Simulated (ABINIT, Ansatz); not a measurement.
# A GW run on BeTe (F-43m) in ABINIT, with inputs changed, part 2 of 2

Aim: change inputs of a GW run on BeTe (F-43m) and see what moves.

ABINIT 10.8.3; PBE and many-body steps on it, plane waves. Known limits of the many-body steps: not at the basis limit; no spin-orbit coupling.

So far. Step 2 (Screening, 6×6×6 mesh, 180 bands, screening to 212.2 eV): Local fields lower ε∞ by 14 %. Step 3 (Base): The gap on the mesh goes from 2.03 eV to 2.87 eV, a correction of +0.85 eV.

### Step 4. Broadening of the poles

Level of this step: G0W0 on PBE, plane waves, norm-conserving pseudopotentials (ABINIT).

run.abi reads:

```
acell 3*1.0 Angstrom
rprim 
  -0.000000000000 2.831458787600 2.831458787600
  2.831458787600 0.000000000000 2.831458787600
  2.831458787600 2.831458787600 0.000000000000
ntypat 2
znucl 4 52
natom 2
typat 1 2
xred 
  0.000000000000 0.000000000000 0.000000000000
  0.750000000000 0.750000000000 0.750000000000
pp_dirpath "pseudos"
pseudos "Be.upf, Te.upf"
ecut 49
ngkpt 6 6 6
nshiftk 1
shiftk 0 0 0
kptopt 1
chksymbreak 0
istwfk *1
occopt 1
irdwfk 1
optdriver 4
nband 180
gwcalctyp 0
ecutsigx 49
symsigma 1
nkptgw 2
kptgw 
  0.0000000000 0.0000000000 0.0000000000
  0.5000000000 0.5000000000 0.0000000000
bdgw 
  12 17
  13 16
ecuteps 7.8
irdscr 1
ppmodel 1
zcut 0.01 eV
indata_prefix "in"
outdata_prefix "out"
tmpdata_prefix "tmp"
```

On the command line:

```bash
OMP_NUM_THREADS=1 mpirun -n 8 abinit run.abi > log
```

Output:

```text
.Version 10.8.3 of ABINIT. v10.8.2 released Aug 2026.

 Symmetries : space group F-4 3 m (#216); Bravais cF (face-center cubic)
[... echo of the input left out ...]
== DATASET  1 ==================================================================
-   mpi_nproc: 8, omp_nthreads: 1 (-1 if OMP is not activated)

--- !DatasetInfo
iteration_state: {dtset: 1, }
dimensions: {natom: 2, nkpt: 16, mband: 180, nsppol: 1, nspinor: 1, nspden: 1, mpw: 5040, }
cutoff_energies: {ecut:  49.0, pawecutdg:  -1.0, }
electrons: {nelect:   2.80000000E+01, charge:   0.00000000E+00, occopt:   1.00000000E+00, tsmear:   1.00000000E-02, }

 SIGMA: Calculation of the GW corrections

 Based on a program developped by R.W. Godby, V. Olevano, G. Onida, and L. Reining.
 Incorporated in ABINIT by V. Olevano, G.-M. Rignanese, and M. Torrent.
.Using double precision arithmetic ; gwpc =  8

[... cell and pseudopotentials left out ...]
--------------------------------------------------------------------------------

 ==== K-mesh for the wavefunctions ====
 Number of points in the irreducible wedge :    16
[... list of points left out ...]
 Together with 24 symmetry operations and time-reversal symmetry
 yields   216 points in the full Brillouin Zone.

 ==== Q-mesh for screening function ====
 Number of points in the irreducible wedge :    16
[... list of points left out ...]
 Together with 24 symmetry operations and time-reversal symmetry
 yields   216 points in the full Brillouin Zone.

 vcoul_init : cutoff-mode = AUXILIARY_FUNCTION
 q-points for optical limit:   1
     1)      0.000010    0.000020    0.000030
 setmesh: FFT mesh size selected  =    48x   48x   48
          total number of points  =       110592

 Number of electrons calculated from density =   28.0000; Expected =   28.0000
[...]
number of omega for Sigma on real axis              0
 max omega for Sigma on real axis  [eV]           0.00
 zcut for avoiding poles [eV]                     0.01

 EPSILON^-1 parameters (SCR file):
 dimension of the eps^-1 matrix on file            331
 dimension of the eps^-1 matrix used               331
 number of plane-waves for wavefunctions          5029
 number of bands                                   180
 number of q-points in IBZ                          16
 number of frequencies                               2
 number of real frequencies                          1
 number of imag frequencies                          1

 matrix elements of self-energy operator (all in [eV])

 Perturbative Calculation

--- !SelfEnergy_ee
iteration_state: {dtset: 1, }
kpoint     : [   0.000,    0.000,    0.000, ]
spin       : 1
KS_gap     :    3.644
QP_gap     :    4.727
Delta_QP_KS:    1.083
data: !SigmaeeData |
     Band     E0 <VxcDFT>   SigX SigC(E0)      Z dSigC/dE  Sig(E)    E-E0       E
       12   5.603 -13.358 -15.092   0.681   0.804  -0.244 -14.204  -0.846   4.756
       13   5.603 -13.358 -15.092   0.681   0.804  -0.244 -14.204  -0.846   4.756
       14   5.603 -13.358 -15.092   0.681   0.804  -0.244 -14.204  -0.846   4.756
[...]
--- !SelfEnergy_ee
iteration_state: {dtset: 1, }
kpoint     : [   0.500,    0.500,    0.000, ]
spin       : 1
KS_gap     :    4.605
QP_gap     :    5.614
Delta_QP_KS:    1.009
data: !SigmaeeData |
     Band     E0 <VxcDFT>   SigX SigC(E0)      Z dSigC/dE  Sig(E)    E-E0       E
[...]
15   7.630  -8.969  -5.172  -3.797   0.817  -0.224  -8.969   0.000   7.630
       16   8.313  -9.819  -5.887  -3.842   0.811  -0.233  -9.747   0.073   8.385

== END DATASET(S) ==============================================================
================================================================================

 -outvars: echo values of variables after computation  --------
           etotal      0.0000000000E+00
            nband         180
             nkpt          16
          spgroup         216
 [... the other variables as echoed above ...]

 Calculation completed.
```

Elapsed: 58 s, on 8 MPI ranks of Arm Neoverse N1, shared host; peak memory 4.1 GiB; 7.7 min of CPU time.

Numbers from this step:

```
G0W0 gap on the points computed              : 2.874 eV
starting gap on the mesh                     : 2.027 eV
k of the valence top                         : 0, 0, 0
k of the conduction bottom                   : 0.5, 0.5, 0
Z at the valence top                         : 0.804
Z at the conduction bottom                   : 0.817
least direct G0W0 gap on the computed points : 4.727 eV
```

Against G0W0 in ABINIT (6×6×6 mesh, 180 bands, screening to 212.2 eV, Godby-Needs plasmon pole), the gap moves by +0.000 eV.

### Step 5. Exchange cutoff of one hartree

Edit run.abi of step 4 so:

```diff
@@ -26,3 +26,3 @@
 gwcalctyp 0
-ecutsigx 49
+ecutsigx 1
 symsigma 1
@@ -38,3 +38,2 @@
 ppmodel 1
-zcut 0.01 eV
 indata_prefix "in"
```

Output:

```text
.Version 10.8.3 of ABINIT. v10.8.2 released Aug 2026.

 Symmetries : space group F-4 3 m (#216); Bravais cF (face-center cubic)
[... echo of the input left out ...]
== DATASET  1 ==================================================================
-   mpi_nproc: 8, omp_nthreads: 1 (-1 if OMP is not activated)

--- !DatasetInfo
iteration_state: {dtset: 1, }
dimensions: {natom: 2, nkpt: 16, mband: 180, nsppol: 1, nspinor: 1, nspden: 1, mpw: 5040, }
cutoff_energies: {ecut:  49.0, pawecutdg:  -1.0, }
electrons: {nelect:   2.80000000E+01, charge:   0.00000000E+00, occopt:   1.00000000E+00, tsmear:   1.00000000E-02, }

 SIGMA: Calculation of the GW corrections

 Based on a program developped by R.W. Godby, V. Olevano, G. Onida, and L. Reining.
 Incorporated in ABINIT by V. Olevano, G.-M. Rignanese, and M. Torrent.
.Using double precision arithmetic ; gwpc =  8

[... cell and pseudopotentials left out ...]
--------------------------------------------------------------------------------

 ==== K-mesh for the wavefunctions ====
 Number of points in the irreducible wedge :    16
[... list of points left out ...]
 Together with 24 symmetry operations and time-reversal symmetry
 yields   216 points in the full Brillouin Zone.

 ==== Q-mesh for screening function ====
 Number of points in the irreducible wedge :    16
[... list of points left out ...]
 Together with 24 symmetry operations and time-reversal symmetry
 yields   216 points in the full Brillouin Zone.

 vcoul_init : cutoff-mode = AUXILIARY_FUNCTION
 q-points for optical limit:   1
     1)      0.000010    0.000020    0.000030
 setmesh: FFT mesh size selected  =    27x   27x   27
          total number of points  =        19683

 Number of electrons calculated from density =   28.0000; Expected =   28.0000
[...]
number of omega for Sigma on real axis              0
 max omega for Sigma on real axis  [eV]           0.00
 zcut for avoiding poles [eV]                     0.10

 EPSILON^-1 parameters (SCR file):
 dimension of the eps^-1 matrix on file            331
 dimension of the eps^-1 matrix used                15
 number of plane-waves for wavefunctions          5029
 number of bands                                   180
 number of q-points in IBZ                          16
 number of frequencies                               2
 number of real frequencies                          1
 number of imag frequencies                          1

 matrix elements of self-energy operator (all in [eV])

 Perturbative Calculation

--- !SelfEnergy_ee
iteration_state: {dtset: 1, }
kpoint     : [   0.000,    0.000,    0.000, ]
spin       : 1
KS_gap     :    3.644
QP_gap     :    3.203
Delta_QP_KS:   -0.441
data: !SigmaeeData |
     Band     E0 <VxcDFT>   SigX SigC(E0)      Z dSigC/dE  Sig(E)    E-E0       E
       12   5.603 -13.358 -11.817   1.552   0.820  -0.219 -10.822   2.536   8.139
       13   5.603 -13.358 -11.817   1.552   0.820  -0.219 -10.822   2.536   8.139
       14   5.603 -13.358 -11.817   1.552   0.820  -0.219 -10.822   2.536   8.139
[...]
--- !SelfEnergy_ee
iteration_state: {dtset: 1, }
kpoint     : [   0.500,    0.500,    0.000, ]
spin       : 1
KS_gap     :    4.605
QP_gap     :    4.604
Delta_QP_KS:   -0.001
data: !SigmaeeData |
     Band     E0 <VxcDFT>   SigX SigC(E0)      Z dSigC/dE  Sig(E)    E-E0       E
[...]
15   7.630  -8.969  -3.821  -3.516   0.823  -0.215  -7.626   1.344   8.974
       16   8.313  -9.819  -4.266  -3.434   0.819  -0.220  -8.083   1.736  10.049

== END DATASET(S) ==============================================================
================================================================================

 -outvars: echo values of variables after computation  --------
           etotal      0.0000000000E+00
            nband         180
             nkpt          16
          spgroup         216
 [... the other variables as echoed above ...]

 Calculation completed.
```

Run time: 8.4 s. Hardware: 8 MPI ranks; peak memory 1.8 GiB; 66 s of CPU time.

The run ended normally, though the input holds a fault or crude settings.

The fault put into this input: exchange cutoff of one hartree. It printed a gap of 0.84 eV, an artefact of the input.

### Step 6. Side by side

Times are wall times on 8 MPI ranks of Arm Neoverse N1, shared host, good to a factor of about two. A run's time includes the screening step that it read.

| run | mesh | bands | screening cutoff (eV) | DFT gap (eV) | gap on the mesh (eV) | direct (eV) | ε∞ used | time |
| --- | --- | --- | --- | --- | --- | --- | --- | --- |
| base | 6×6×6 | 180 | 212.2 | 2.027 | 2.874 | 4.727 | 7.33 | 18 min |
| broadening of the poles | 6×6×6 | 180 | 212.2 | 2.027 | 2.874 | 4.727 | 7.33 | 18 min |

### Step 7. Results

```
base                    : 2.874 eV
broadening of the poles : 2.874 eV
known limits            : not at the basis limit; no spin-orbit coupling
```

Broadening of the poles: no change against base (keys changed: zcut). Bands and cutoff are finite, so the gap is not at the basis limit. The miss can reach some tenths of an eV and take either sign; the mesh is an error of its own. In the G0W0 runs levels were corrected at 2 k points alone, so a gap called «on the mesh» is the least over those, and an edge elsewhere would be missed. The many-body steps are scalar-relativistic: spin-orbit coupling is not in them.

[Paths, hosts, dates, memory and timing lines, banners, echoed tables and standing remarks are left out of the program output.]

[Logs are printed without paths, hosts, clocks, repeated set-up lines and the standing remarks that a program may print on its own settings, such as how far it seeks lower states.]

[Runs of the session that timed out or met a known fault of the program may be left out.]

[Hosts, paths, dates, database ids (printed as entryN), source tags and the programs' standing remarks are cut or masked in the printed files.]

[G0W0 gaps are taken among the corrected bands and points alone; a level outside them can change the order at an edge.]

[Where Ansatz stands beside ABINIT at settings called matched, ABINIT's density can come from a denser mesh and the files from another edition; pairs whose starting gaps differed by over 0.03 eV were left out, so agreement reads better than it is.]
